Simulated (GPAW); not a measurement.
# ZnS (F-43m) in GPAW: settings compared, part 2 of 2

GPAW 26.7.0.

## 6. Relaxation of cell and atoms, PBEsol, target pressure 10 GPa, at which the enthalpy is minimised

File run.py:

```python
from ase import Atoms
from ase.filters import FrechetCellFilter
from ase.io import write
from ase.optimize import BFGS
from ase.units import GPa
from gpaw import GPAW, PW, setup_paths

setup_paths.insert(0, '.')

atoms = Atoms(['Zn', 'S'],
              cell=[[0.0, 2.702, 2.702],
                    [2.702, 0.0, 2.702],
                    [2.702, 2.702, 0.0]],
              scaled_positions=[[0.75, 0.75, 0.75],
                                [0.0, 0.0, 0.0]],
              pbc=True)

calc = GPAW(mode=PW(600),
            xc='PBEsol',
            kpts={'size': (9, 9, 9), 'gamma': True},
            occupations={'name': 'fermi-dirac', 'width': 0.05},
            nbands=18,
            convergence={'density': 1e-05, 'forces': 0.0001},
            maxiter=150,
            txt='gpaw.txt')
atoms.calc = calc
opt = BFGS(FrechetCellFilter(atoms, scalar_pressure=10 * GPa), trajectory='relax.traj', logfile='-')
done = opt.run(fmax=0.02, steps=60)
calc.write('gs.gpw')
write('result.traj', atoms)
print('Converged:', done)
print('Cell:', atoms.cell.cellpar().round(4))
print('Volume:', round(atoms.get_volume(), 4))
print(atoms.get_scaled_positions().round(5))
```

Potentials or basis: PAW data sets generated in the run's folder for this functional, pw.

Launch:

```bash
$ gpaw-setup -f PBEsol S Zn
$ OMP_NUM_THREADS=1 python run.py
```

gpaw.txt:

```text
__  _  _
 | _ |_)|_||  |
 |__||  | ||/\| - 26.7.0

Input parameters:
  mode=PW(ecut=600.0),
  convergence={'density': 1e-05, 'forces': 0.0001},
  kpts=MonkhorstPack(size=(9, 9, 9), gamma=True),
  maxiter=150,
  nbands=18,
  occupations=Occupations(name='fermi-dirac', width=0.05),
  xc=XC(name='PBEsol')

Diagonalizing LCAO Hamiltonian
Converting LCAO to pw mode

                    Zn

       S

Atoms  # Å, Bohr magnetons
|   | symbol |        x |        y |        z |    initial magnetic moments |
|---|--------|----------|----------|----------|-----------------------------|
| 0 |     Zn | 4.053000 | 4.053000 | 4.053000 | ( 0.0000,  0.0000,  0.0000) |
| 1 |      S | 0.000000 | 0.000000 | 0.000000 | ( 0.0000,  0.0000,  0.0000) |

Unit cell  # Å
| periodic |        x |        y |        z |  lengths |    angles |
|----------|----------|----------|----------|----------|-----------|
|      yes | 0.000000 | 2.702000 | 2.702000 | 3.821205 | 60.000000 |
|      yes | 2.702000 | 0.000000 | 2.702000 | 3.821205 | 60.000000 |
|      yes | 2.702000 | 2.702000 | 0.000000 | 3.821205 | 60.000000 |

Number of symmetries: 24
Symmetry operations  # r_c * U_cc + t_c -> r_c
|    | kind |            matrix            |
|----|------|------------------------------|
|  0 |  E   |  1, 0, 0,  0, 1, 0,  0, 0, 1 |
|  1 |  σ   |  1, 0, 0,  0, 0, 1,  0, 1, 0 |
|  2 |  σ   |  1, 0,-1,  0, 1,-1,  0, 0,-1 |
|  3 |  C3  |  1, 0,-1,  0, 0,-1,  0, 1,-1 |
|  4 |  C3  |  1,-1, 0,  0,-1, 1,  0,-1, 0 |
[... 509 lines left out ...]
|  8 |  C2  |  0, 1,-1,  1, 0,-1,  0, 0,-1 |
[... 209 lines left out ...]
Stress tensor  # eV/Ang^3
|         x |         y |         z |
|-----------|-----------|-----------|
| -0.072878 |  0.000000 |  0.000000 |
|  0.000000 | -0.072878 |  0.000000 |
|  0.000000 |  0.000000 | -0.072878 |

Forces  # eV/Ang
|        x |       y |        z |
|----------|---------|----------|
| -0.00000 | 0.00000 |  0.00000 |  # Zn   0
| -0.00000 | 0.00000 | -0.00000 |  # S    1

Interpolating wave functions to new cell

                   Zn

       S

Atoms  # Å, Bohr magnetons
|   | symbol |        x |        y |        z |    initial magnetic moments |
|---|--------|----------|----------|----------|-----------------------------|
| 0 |     Zn | 3.885966 | 3.885966 | 3.885966 | ( 0.0000,  0.0000,  0.0000) |
| 1 |      S | 0.000000 | 0.000000 | 0.000000 | ( 0.0000,  0.0000,  0.0000) |

Unit cell  # Å
| periodic |        x |         y |         z |  lengths |    angles |
|----------|----------|-----------|-----------|----------|-----------|
|      yes | 0.000000 |  2.590644 |  2.590644 | 3.663724 | 60.000000 |
|      yes | 2.590644 | -0.000000 |  2.590644 | 3.663724 | 60.000000 |
|      yes | 2.590644 |  2.590644 | -0.000000 | 3.663724 | 60.000000 |

Number of symmetries: 24
Symmetry operations  # r_c * U_cc + t_c -> r_c
|    | kind |            matrix            |
|----|------|------------------------------|
|  0 |  E   |  1, 0, 0,  0, 1, 0,  0, 0, 1 |
|  1 |  σ   |  1, 0, 0,  0, 0, 1,  0, 1, 0 |
|  2 |  σ   |  1, 0,-1,  0, 1,-1,  0, 0,-1 |
|  3 |  C3  |  1, 0,-1,  0, 0,-1,  0, 1,-1 |
|  4 |  C3  |  1,-1, 0,  0,-1, 1,  0,-1, 0 |
|  5 |  σ   |  1,-1, 0,  0,-1, 0,  0,-1, 1 |
|  6 |  σ   |  0, 1, 0,  1, 0, 0,  0, 0, 1 |
|  7 |  C3  |  0, 1, 0,  0, 0, 1,  1, 0, 0 |
|  8 |  C2  |  0, 1,-1,  1, 0,-1,  0, 0,-1 |
[... 207 lines left out ...]
Stress tensor  # eV/Ang^3
|         x |         y |         z |
|-----------|-----------|-----------|
| -0.061403 | -0.000000 |  0.000000 |
| -0.000000 | -0.061403 |  0.000000 |
|  0.000000 |  0.000000 | -0.061403 |

Forces  # eV/Ang
|       x |        y |        z |
|---------|----------|----------|
| 0.00000 |  0.00000 | -0.00000 |  # Zn   0
| 0.00000 | -0.00000 | -0.00000 |  # S    1

# Writing to gs.gpw (mode='')
```

Wall time 64 s (1 thread of Arm Neoverse V2, shared host); peak memory 0.2 GiB.

Results:

```yaml
Free_energy: -7.5580 eV
Relaxed_volume: 17.39 Å³/atom
Relaxed_cell: a = 3.664 Å, b = 3.664 Å, c = 3.664 Å, α = 60.00°, β = 60.00°, γ = 60.00°
Space_group_after_relaxing_to_0.05_Å: F-43m (No. 216)
Energy_change_on_relaxing_the_enthalpy_is_what_falls: +48.7 meV/atom
Ionic_steps: 4
Pressure_after_relaxing: 9.8 GPa
Band_gap_on_the_k_mesh: 2.52 eV, direct
```

Step by step:
```csv
step,energy change (eV),largest force (eV/Å),pressure (GPa),volume (Å³)
1,0.0000,0.0000,-1.99,39.45
2,-0.0059,0.0000,0.40,38.23
3,0.1319,0.0000,11.68,34.26
4,0.0974,0.0000,9.84,34.77
```

Final structure:
```
CELL_PARAMETERS angstrom
0.00000 2.59064 2.59064
2.59064 0.00000 2.59064
2.59064 2.59064 0.00000
ATOMIC_POSITIONS crystal
Zn 0.75000 0.75000 0.75000
S 0.00000 0.00000 0.00000
```

Levels at points of the mesh, in eV from the valence-band top:
```
           k point  band 7  band 8  band 9  band 10  band 11  band 12
(0.00, 0.00, 0.00)    0.00    0.00    0.00     2.52     6.14     6.14
```

Caveat: later steps reuse the first step's grids; an odd mesh through Γ misses points on the zone boundary, where band edges often lie. Expect the measured gap to be larger: semilocal functionals such as PBEsol lack the derivative discontinuity.

## 7. For comparison

An earlier run on the cell as given: functional PBEsol; potentials or basis PAW data sets generated in the run's folder for this functional; cutoff 600 eV; basis pw; k mesh 9 × 9 × 9; occupations fermi-dirac, width 0.05 eV; no spin polarisation.

- Pressure: -2.0 GPa
- Band gap on the k mesh: 1.97 eV, direct

## 8. The runs side by side

| task | level | potentials or basis | cell | k mesh | cutoff (eV) | maxiter | ranks | optimizer | fmax | max steps | gap on the mesh (eV) | pressure (GPa) |
| --- | --- | --- | --- | --- | --- | --- | --- | --- | --- | --- | --- | --- |
| single point | PBE0 | GPAW PAW data sets (gpaw-data 1.2.1), pw | as given | 6 × 6 × 6 | 450 | 60 | 8 | - | - | - | 3.99 | - |
| relaxation of cell and atoms | PBEsol | PAW data sets generated in the run's folder for this functional, pw | relaxed | 9 × 9 × 9 | 600 | 150 | - | BFGS | 0.02 eV/Å | 60 | 2.09 | 0.1 |
| relaxation of cell and atoms | PBEsol | PAW data sets generated in the run's folder for this functional, pw | relaxed to 2 GPa | 9 × 9 × 9 | 600 | 150 | - | BFGS | 0.02 eV/Å | 60 | 2.19 | 2.0 |
| relaxation of cell and atoms | PBEsol | PAW data sets generated in the run's folder for this functional, pw | relaxed to 5 GPa | 9 × 9 × 9 | 600 | 150 | - | BFGS | 0.02 eV/Å | 60 | 2.32 | 5.0 |
| relaxation of cell and atoms | PBEsol | PAW data sets generated in the run's folder for this functional, pw | relaxed to 10 GPa | 9 × 9 × 9 | 600 | 150 | - | BFGS | 0.02 eV/Å | 60 | 2.52 | 9.8 |
| single point | PBEsol | PAW data sets generated in the run's folder for this functional, pw | as given | 9 × 9 × 9 | 600 | 150 | - | - | - | - | 1.97 | -2.0 |

Alike in all rows: no spin polarisation; smearing fermi-dirac 0.05 eV.

Caveats: later steps reuse the first step's grids (some runs); the PAW data sets were made with another functional, which shifts forces and pressure a little (some runs); an odd mesh through Γ misses points on the zone boundary, where band edges often lie (some runs).

Absolute energies hang on the potentials; compare differences alone.

## 9. Comparison with measurements

Step 2. A measured gap of ZnS is 3.85 eV (direct; 19 K; quoted in “Electronic, vibrational, and thermodynamic properties of ZnS (zincblende and rocksalt structure)”, 2009, arxiv:0911.5022); the calculated 3.99 eV misses it by +0.14 eV. The value is that of PBE0, without temperature or zero-point motion.
